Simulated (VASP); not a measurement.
Here is a VASP 6.6.1 calculation.

INCAR

```
PREC     = Accurate       # precision mode
ENCUT    = 520            # plane-wave cutoff, eV
EDIFF    = 1E-6           # SCF threshold, eV
ISMEAR   = 0              # smearing method
SIGMA    = 0.02           # smearing width, eV
LREAL    = False          # projectors in reciprocal space
LASPH    = True           # aspherical terms in the spheres
NELM     = 100            # most SCF steps
ALGO     = Fast           # electronic algorithm
ISIF     = 2              # what is computed and relaxed
LWAVE    = False          # write WAVECAR
LCHARG   = False          # write CHGCAR
GGA      = PS             # functional
```

File KPOINTS:

```
Automatic mesh
0
Gamma
  12 12 8
```

Contents of POSCAR:

```
MgO
1.0
    3.3004900000      0.0000000000      0.0000000000
   -1.6502500000      2.8583100000      0.0000000000
    0.0000000000      0.0000000000      5.0086300000
Mg O
2 2
Direct
    0.3333300000      0.6666700000      0.0034600000
    0.6666700000      0.3333300000      0.5034600000
    0.3333300000      0.6666700000      0.4011400000
    0.6666700000      0.3333300000      0.9011400000
```

Potentials or basis: VASP PAW PBE potentials, release 64 (Mg, O).

Launch:

```bash
$ cat potpaw_PBE.64/Mg/POTCAR potpaw_PBE.64/O/POTCAR > POTCAR
$ mpirun -np 1 vasp_std > vasp.out
```

Problem. Estimate the pressure.

Solution. 0.2 GPa.

Problem. Predict the band gap on the k mesh.

Solution. 3.37 eV, direct.

Caveat: the PAW data sets were made with another functional, which shifts forces and pressure a little. A k mesh can miss the band edges.
